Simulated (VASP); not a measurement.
# H6C2O in VASP: notebook

Runs on H6C2O. Level: PBEsol. Tasks: single point.

All numbers are computed with VASP 6.6.1; they aren't measurements. Logs are shortened: lines on timing, memory, paths and dates and some standing lists are left out, and cuts for length are marked.

### 1 The structure

The cell holds a amorphous, 36 atoms: a = 7.294 Å, b = 7.294 Å, c = 7.294 Å, α = 90.00°, β = 90.00°, γ = 90.00°.

The cell was built by a generator and needn't be a form met in nature.

### 2 Single point, PBEsol

INCAR reads:

```
SYSTEM = H6C2O
PREC = Accurate
ENCUT = 520
EDIFF = 1E-7
ISMEAR = -1
SIGMA = 0.05
LREAL = Auto
LASPH = .True.
NELM = 100
ALGO = Normal
ISIF = 2
LWAVE = .False.
LCHARG = .False.
GGA = PS
NBANDS = 64
```

KPOINTS reads:

```
regular mesh
0
Gamma
  1 1 1
  0 0 0
```

POSCAR reads:

```
H6C2O
1.0
    7.2936330000      0.0000000000      0.0000000000
    0.0000000000      7.2936330000      0.0000000000
    0.0000000000      0.0000000000      7.2936330000
C O H
8 4 24
Direct
    0.9678493340      0.9121622952      0.5218371196
    0.9209365836      0.8767507973      0.7199112317
    0.5668253556      0.5872349582     -0.0266771398
    0.3933388901      0.5899327118      0.0857455826
    0.9558710385      0.2984115475      0.1815708375
    0.9599106515      0.4160068912      0.3517125800
    0.4599360233      1.0414394304      0.3668113956
    0.4536366837      0.8773668512      0.4922818841
    0.9146495966      1.0497084008      0.8097694957
    0.3952047480      0.4366674024      0.2058278334
    0.7885056894      0.5068539739      0.3642271503
    0.3984721672      0.9388160356      0.6689216302
    0.8855559273      1.0306269016      0.9384644727
    0.7859244334      0.8057532928      0.7309234353
    1.0251612828      0.7854777439      0.7835961324
    0.9792789718      0.7835825210      0.4428117869
    0.8601210894      0.9961329972      0.4569906741
    1.1006178651      0.9839586335      0.5141401452
    0.2880070833      0.4442300397      0.2852639013
    0.3872353854      0.7188686441      0.1656675014
    0.2705057174      0.5857566235     -0.0045841628
    0.5731768908      0.7078128560     -0.1180073900
    0.6855277677      0.5943295861      0.0664875707
    0.5768174510      0.4616083076     -0.1101424136
    0.7835266516      0.5766502360      0.4785311354
    0.9848740037      0.3328513912      0.4764469705
    1.0732732081      0.5186875577      0.3402314627
    1.0859587279      0.2235020600      0.1644075801
    0.8403899621      0.2009604949      0.1913701081
    0.9344850515      0.3824823393      0.0579709238
    0.3934327341      0.8332240285      0.7501538065
    0.3554944568      0.7730989630      0.4398326715
    0.5907269784      0.8106017053      0.4974760987
    0.4994752134      1.0039006946      0.2260009821
    0.3232961453      1.1066133290      0.3599856997
    0.5576316404      1.1456648580      0.4170601064
```

Potentials or basis: VASP PAW PBE potentials, release 64 (C, O, H).

Launch:

```bash
> cat potpaw_PBE.64/C/POTCAR potpaw_PBE.64/O/POTCAR potpaw_PBE.64/H/POTCAR > POTCAR
> mpirun -np 1 vasp_gam > vasp.out
```

OUTCAR:

```text
SYSTEM = H6C2O
   PREC = Accurate
   ENCUT = 520
   EDIFF = 1E-7
   ISMEAR = -1
   LREAL = Auto
   LASPH = .True.
   NELM = 100
   ISIF = 2
   GGA = PS

 ion  position               nearest neighbor table
   1  0.968  0.912  0.522-  18 1.10  17 1.10  16 1.10   2 1.51
   2  0.921  0.877  0.720-  15 1.11  14 1.12   9 1.42   1 1.51
   3  0.567  0.587  0.973-  23 1.10  24 1.10  22 1.10   4 1.51
   4  0.393  0.590  0.086-  20 1.11  21 1.11  10 1.42   3 1.51
   5  0.956  0.298  0.182-  30 1.10  28 1.10  29 1.10   6 1.51
   6  0.960  0.416  0.352-  26 1.11  27 1.12  11 1.42   5 1.51
   7  0.460  0.041  0.367-  34 1.10  36 1.10  35 1.11   8 1.51
   8  0.454  0.877  0.492-  32 1.11  33 1.11  12 1.42   7 1.51
   9  0.915  0.050  0.810-  13 0.97   2 1.42
  10  0.395  0.437  0.206-  19 0.97   4 1.42
  11  0.789  0.507  0.364-  25 0.98   6 1.42
  12  0.398  0.939  0.669-  31 0.97   8 1.42
  13  0.886  0.031  0.938-   9 0.97
  14  0.786  0.806  0.731-   2 1.12
  15  0.025  0.785  0.784-   2 1.11
  16  0.979  0.784  0.443-   1 1.10
  17  0.860  0.996  0.457-   1 1.10
  18  0.101  0.984  0.514-   1 1.10
[... 16 lines left out ...]
  35  0.323  0.107  0.360-   7 1.11
  36  0.558  0.146  0.417-   7 1.10

  LATTYP: Found a simple cubic cell.
 ALAT       =     7.2936330000

  Lattice vectors:

 A1 = (   7.2936330000,   0.0000000000,   0.0000000000)
 A2 = (   0.0000000000,   7.2936330000,   0.0000000000)
 A3 = (   0.0000000000,   0.0000000000,   7.2936330000)

Analysis of symmetry for initial positions (statically):
=====================================================================
 Subroutine PRICEL returns:
 Original cell was already a primitive cell.

 Routine SETGRP: Setting up the symmetry group for a
 simple cubic supercell.

 Subroutine GETGRP returns: Found  1 space group operations
 (whereof  1 operations were pure point group operations)
 out of a pool of 48 trial point group operations.

The static configuration has the point symmetry C_1 .

Analysis of symmetry for dynamics (positions and initial velocities):
=====================================================================
 Subroutine PRICEL returns:
 Original cell was already a primitive cell.

 Routine SETGRP: Setting up the symmetry group for a
 simple cubic supercell.

 Subroutine GETGRP returns: Found  1 space group operations
 (whereof  1 operations were pure point group operations)
 out of a pool of 48 trial point group operations.

The dynamic configuration has the point symmetry C_1 .

 Subroutine INISYM returns: Found  1 space group operations
 (whereof  1 operations are pure point group operations),
 and found     1 'primitive' translations

----------------------------------------------------------------------------------------

                                     Primitive cell

  volume of cell :     388.0000

  direct lattice vectors                    reciprocal lattice vectors
     7.293633000  0.000000000  0.000000000     0.137105884  0.000000000  0.000000000
     0.000000000  7.293633000  0.000000000     0.000000000  0.137105884  0.000000000
     0.000000000  0.000000000  7.293633000     0.000000000  0.000000000  0.137105884

  length of vectors
     7.293633000  7.293633000  7.293633000     0.137105884  0.137105884  0.137105884

  position of ions in fractional coordinates (direct lattice)
     0.967849334  0.912162295  0.521837120
     0.920936584  0.876750797  0.719911232
     0.566825356  0.587234958  0.973322860
     0.393338890  0.589932712  0.085745583
     0.955871038  0.298411548  0.181570837
     0.959910652  0.416006891  0.351712580
[... 28 lines left out ...]
     0.323296145  0.106613329  0.359985700
     0.557631640  0.145664858  0.417060106

  ion indices of the primitive-cell ions
   primitive index   ion index
                 1           1
                 2           2
                 3           3
                 4           4
                 5           5
                 6           6
[... 28 lines left out ...]
                35          35
                36          36

----------------------------------------------------------------------------------------

 KPOINTS: regular mesh

Automatic generation of k-mesh.
 Grid dimensions read from file:
 generate k-points for:    1    1    1

 Generating k-lattice:

  Cartesian coordinates                     Fractional coordinates (reciprocal lattice)
     0.137105884  0.000000000  0.000000000     1.000000000  0.000000000  0.000000000
     0.000000000  0.137105884  0.000000000     0.000000000  1.000000000  0.000000000
     0.000000000  0.000000000  0.137105884     0.000000000  0.000000000  1.000000000

  Length of vectors
     0.137105884  0.137105884  0.137105884

  Shift w.r.t. Gamma in fractional coordinates (k-lattice)
     0.000000000  0.000000000  0.000000000

 Subroutine IBZKPT returns following result:
 ===========================================

 Found      1 irreducible k-points:

 Following reciprocal coordinates:
            Coordinates               Weight
  0.000000  0.000000  0.000000      1.000000
   k-points           NKPTS =      1   k-points in BZ     NKDIM =      1   number of bands    NBANDS=     64
   number of dos      NEDOS =    301   number of ions     NIONS =     36
   total plane-waves  NPLWV = 157464
   dimension x,y,z NGX =    54 NGY =   54 NGZ =   54
   dimension x,y,z NGXF=   108 NGYF=  108 NGZF=  108
   ions per type =               8   4  24
   NGX,Y,Z   is equivalent  to a cutoff of  12.31, 12.31, 12.31 a.u.
   NGXF,Y,Z  is equivalent  to a cutoff of  24.62, 24.62, 24.62 a.u.
 SYSTEM =  H6C2O
   PREC   = accura    normal or accurate (medium, high low for compatibility)
   ISTART =      0    job   : 0-new  1-cont  2-samecut
   ICHARG =      2    charge: 1-file 2-atom 10-const
   ISPIN  =      1    spin polarized calculation?
   LNONCOLLINEAR =      F non collinear calculations
   LSORBIT =      F    spin-orbit coupling
   LASPH  =      T    aspherical Exc in radial PAW
   ENCUT  =  520.0 eV  38.22 Ry    6.18 a.u.  13.56 13.56 13.56*2*pi/ulx,y,z
   NELM   =    100;   NELMIN=  2; NELMDL= -5     # of ELM steps
   EDIFF  = 0.1E-06   stopping-criterion for ELM
   LREAL  =      T    real-space projection
   EDIFFG = 0.1E-05   stopping-criterion for IOM
   NSW    =      0    number of steps for IOM
   IBRION =     -1    ionic relax: 0-MD 1-quasi-New 2-CG
   NFREE  =      0    steps in history (QN), initial steepest desc. (CG)
   ISIF   =      2    stress and relaxation
   ISYM   =      2    0-nonsym 1-usesym 2-fastsym
   POTIM  = 0.5000    time-step for ionic-motion
   TEBEG  =    0.0;   TEEND  =   0.0 temperature during run
   PSTRESS=    0.0 pullay stress
   NELECT =      80.0000    total number of electrons
   NUPDOWN=      -1.0000    fix difference up-down
   EMIN   =  10.00;   EMAX   =-10.00  energy-range for DOS
   EFERMI =   0.00;   METHOD = LEGACY
   ISMEAR =    -1;   SIGMA  =   0.05  broadening in eV -4-tet -1-fermi 0-gaus
   EFERMI_NEDOS =   21; number of points for ismear=-14 and -15
   IALGO  =     38    algorithm
   IMIX   =      4    mixing-type and parameters
     AMIX     =   0.40;   BMIX     =  1.00
     AMIX_MAG =   1.60;   BMIX_MAG =  1.00
  volume/ion in A,a.u.               =      10.78        72.73
  Fermi-wavevector in a.u.,A,eV,Ry     =   0.967151  1.827650 12.726630  0.935381
  Thomas-Fermi vector in A             =   2.097013
   LORBIT       =      0    0 simple, 1 ext, 2 COOP (PROOUT), +10 PAW based schemes
   GGA     = PS    functional components
   LHFCALC =     F    Hartree Fock is set to
   AEXX    =    0.0000 exact exchange contribution
   IVDW    =     0    specifies the selected vdW correction
   LEPSILON=     F    determine dielectric tensor
   LRPA    =     F    only Hartree local field effects (RPA)
 non-spin polarized calculation
  energy-cutoff  :      520.00
  volume of cell :      388.00
 maximum number of plane-waves:      5198
 NGX is ok and might be reduce to    54
   NGX = 27   NGY = 27   NGZ = 27

 number of electron      79.9999996 magnetization

 Free energy of the ion-electron system (eV)
  ---------------------------------------------------
  ext. energy  EPLUGINS =         0.00000000
  ---------------------------------------------------
  free energy    TOTEN  =      -189.38218416 eV

  energy without entropy =     -189.38218416  energy(sigma->0) =     -189.38218416

 E-fermi :  -1.7016     XC(G=0):  -6.4709

 val. band max:       -2.9665729638   @ k =   0.0000   0.0000   0.0000
 cond. band min:       1.8594270760   @ k =   0.0000   0.0000   0.0000
 fundamental gap:      4.8260000397
 Fermi energy:        -1.7016415387

 k-point     1 :       0.0000    0.0000    0.0000
  band No.  band energies     occupation
      1     -22.6052      2.00000
      2     -22.4445      2.00000
      3     -22.3382      2.00000
      4     -22.2883      2.00000
      5     -15.6664      2.00000
      6     -15.5330      2.00000
[... 44 lines left out ...]
     51       5.0858      0.00000
     52       5.4260      0.00000
 [bands above 52 left out]

------------------------ aborting loop because EDIFF is reached ----------------------------------------

  FORCE on cell =-STRESS in cart. coord.  units (eV):
  Direction    XX          YY          ZZ          XY          YZ          ZX
  --------------------------------------------------------------------------------------
  -------------------------------------------------------------------------------------
  Total        1.5083738      0.7355569      0.3045859     -0.2479719     -0.1305479     -0.1492201
  in kB        6.2285625      3.0373521      1.2577338     -1.0239559     -0.5390746     -0.6161779
  external PRESSURE =       3.5078828 kB  Pullay stress =       0.0000000 kB

 VOLUME and BASIS-vectors are now :
 -----------------------------------------------------------------------------
  energy-cutoff  :      520.00
  volume of cell :      388.00
      direct lattice vectors                 reciprocal lattice vectors
     7.293633000  0.000000000  0.000000000     0.137105884  0.000000000  0.000000000
     0.000000000  7.293633000  0.000000000     0.000000000  0.137105884  0.000000000
     0.000000000  0.000000000  7.293633000     0.000000000  0.000000000  0.137105884

 POSITION                                       TOTAL-FORCE (eV/Angst)
 -----------------------------------------------------------------------------------
      7.05914      6.65298      3.80609         0.025944     -0.003679     -0.032271
      6.71697      6.39470      5.25077        -0.029112     -0.002872     -0.051801
      4.13422      4.28308      7.09906         0.026710     -0.031383      0.028344
      2.86887      4.30275      0.62540        -0.068654      0.041851     -0.044700
      6.97177      2.17650      1.32431        -0.005276     -0.071680      0.006379
      7.00124      3.03420      2.56526        -0.029221     -0.080169      0.001135
[... 28 lines left out ...]
      2.35800      0.77760      2.62560         0.119517     -0.020467     -0.036610
      4.06716      1.06243      3.04188        -0.065303     -0.055141     -0.013723
 -----------------------------------------------------------------------------------
    total drift:                               -0.000275      0.013440     -0.011724

  FREE ENERGIE OF THE ION-ELECTRON SYSTEM (eV)
  ---------------------------------------------------
  free  energy   TOTEN  =      -189.3821841614 eV

  energy  without entropy=     -189.3821841614  energy(sigma->0) =     -189.38218416
```

Run time: 58 s. Hardware: 1 thread of Intel Xeon Platinum 8488C (Sapphire Rapids), shared host; peak memory 0.35 GiB.

Results:

```yaml
Free_energy: -189.3822 eV
Pressure: 0.4 GPa
Largest_force: 0.199 eV/Å
Band_gap_on_the_k_mesh: 4.83 eV, direct
```

Forces in eV/Å, atoms in the order of the input:
```
C    0.026 -0.004 -0.032
C   -0.029 -0.003 -0.052
C    0.027 -0.031  0.028
C   -0.069  0.042 -0.045
C   -0.005 -0.072  0.006
C   -0.029 -0.080  0.001
C   -0.051  0.130  0.021
C    0.017 -0.070 -0.036
O   -0.020 -0.033 -0.073
O    0.171 -0.069 -0.035
O   -0.026  0.190  0.055
O    0.001  0.071 -0.122
H   -0.033  0.052  0.085
H    0.079  0.042 -0.011
H   -0.004  0.039  0.004
H    0.002  0.020  0.059
H    0.062  0.024  0.020
H   -0.054  0.004  0.072
H   -0.064  0.012  0.053
H   -0.058  0.056 -0.052
H   -0.042  0.004 -0.042
H   -0.007 -0.004 -0.019
H    0.024 -0.048 -0.011
H   -0.013  0.030  0.008
H   -0.012 -0.086 -0.051
H    0.070 -0.051 -0.030
H   -0.029  0.037  0.045
H   -0.026 -0.027 -0.006
H    0.027 -0.018  0.006
H    0.004 -0.005  0.003
H   -0.057 -0.085  0.095
H    0.071  0.028 -0.002
H   -0.010 -0.002  0.041
H    0.003 -0.016  0.069
H    0.120 -0.020 -0.037
H   -0.065 -0.055 -0.014
```

Caveat: the PAW data sets were made with another functional, which shifts forces and pressure a little.

### 3 Single point, PBEsol

INCAR reads:

```
SYSTEM = H6C2O
ALGO = Fast
EDIFF = 1E-6
ENCUT = 520
GGA = PS
ISIF = 2
ISMEAR = -1
LASPH = .TRUE.
LCHARG = .FALSE.
LREAL = Auto
LWAVE = .FALSE.
NBANDS = 64
NELM = 100
PREC = Accurate
SIGMA = 0.05
```

KPOINTS reads:

```
k-points
0
G
  1 1 1
  0 0 0
```

POSCAR reads:

```
H6C2O
1.0
    7.2936330000      0.0000000000      0.0000000000
    0.0000000000      7.2936330000      0.0000000000
    0.0000000000      0.0000000000      7.2936330000
C O H
8 4 24
Direct
    0.9511846000      0.8787867000      0.5110029000
    0.9179531000      0.8540146000      0.7141120000
    0.5863170000      0.5883924000     -0.0146320000
    0.4147522000      0.5876389000      0.1017133000
    0.9445631000      0.3227372000      0.1834536000
    0.9432943000      0.4440699000      0.3515252000
    0.4535873000      1.0453347000      0.3631014000
    0.4521627000      0.8798653000      0.4879577000
    0.9256715000      1.0316134000      0.7957788000
    0.4224635000      0.4280545000      0.2146015000
    0.7681996000      0.5310464000      0.3584033000
    0.4165246000      0.9447126000      0.6690520000
    0.9044427000      1.0169981000      0.9264352000
    0.7835518000      0.7898568000      0.7372651000
    1.0225997000      0.7629897000      0.7730998000
    0.9469612000      0.7467402000      0.4401748000
    0.8464432000      0.9682913000      0.4524870000
    1.0852075000      0.9414561000      0.4882792000
    0.3126387000      0.4264487000      0.2899096000
    0.4083679000      0.7127070000      0.1855775000
    0.2923936000      0.5855442000      0.0137361000
    0.5886177000      0.7081294000     -0.1047902000
    0.7076336000      0.5916408000      0.0729906000
    0.5917968000      0.4646288000     -0.0986470000
    0.7661546000      0.6093664000      0.4660935000
    0.9673522000      0.3615203000      0.4753104000
    1.0538457000      0.5461305000      0.3426912000
    1.0759585000      0.2517800000      0.1703742000
    0.8354093000      0.2207602000      0.1930508000
    0.9218002000      0.4051514000      0.0605890000
    0.4153613000      0.8391938000      0.7502911000
    0.3460233000      0.7824127000      0.4437601000
    0.5848653000      0.8087155000      0.4813439000
    0.4803860000      1.0044914000      0.2213820000
    0.3212942000      1.1151178000      0.3690030000
    0.5598529000      1.1413894000      0.4065422000
```

Potentials or basis: VASP PAW PBE potentials, release 64 (C, O, H).

Launch:

```bash
> cat potpaw_PBE.64/C/POTCAR potpaw_PBE.64/O/POTCAR potpaw_PBE.64/H/POTCAR > POTCAR
> mpirun -np 1 vasp_gam > vasp.out
```

Run time: 55 s. Hardware: 1 thread of Intel Xeon Platinum 8488C (Sapphire Rapids), shared host; peak memory 0.38 GiB.

Results (log left out):

```yaml
Free_energy: -188.9890 eV
Pressure: 1.7 GPa
Largest_force: 0.817 eV/Å
Band_gap_on_the_k_mesh: 4.79 eV, direct
```

Forces on the atoms (eV/Å):
```
C    0.100  0.094  0.494
C    0.233  0.574 -0.443
C   -0.422 -0.062  0.091
C    0.489 -0.263 -0.026
C    0.166  0.176  0.280
C   -0.505 -0.568 -0.301
C    0.184 -0.566  0.218
C   -0.141  0.599  0.141
O   -0.064 -0.184 -0.037
O   -0.156  0.173 -0.143
O    0.379 -0.321 -0.024
O   -0.045 -0.083 -0.218
H   -0.036  0.131  0.155
H   -0.307 -0.100  0.057
H    0.234 -0.199  0.156
H    0.177  0.179 -0.128
H   -0.220  0.172 -0.141
H    0.251  0.120  0.057
H   -0.153 -0.028  0.165
H   -0.015  0.160  0.113
H   -0.349 -0.035 -0.225
H    0.002  0.281 -0.181
H    0.095  0.118  0.146
H    0.003 -0.251 -0.244
H   -0.203  0.039  0.233
H    0.030 -0.147  0.295
H    0.383  0.292 -0.103
H    0.284 -0.113 -0.081
H   -0.310 -0.199  0.026
H    0.012  0.025 -0.298
H   -0.062 -0.101  0.166
H   -0.177 -0.245 -0.011
H    0.224 -0.141 -0.003
H    0.023  0.059 -0.193
H   -0.271  0.143 -0.026
H    0.169  0.269  0.032
```

Stress tensor (GPa, compression positive):
```
2.20 0.33 0.13
0.33 1.64 0.15
0.13 0.15 1.38
```

Levels at points of the mesh, in eV from the valence-band top:
```
           k point  band 38  band 39  band 40  band 41  band 42  band 43
(0.00, 0.00, 0.00)    -0.30    -0.17     0.00     4.79     5.86     6.08
```

Caveat: the PAW data sets were made with another functional, which shifts forces and pressure a little. As with any semilocal functional, this PBEsol gap is likely too small.
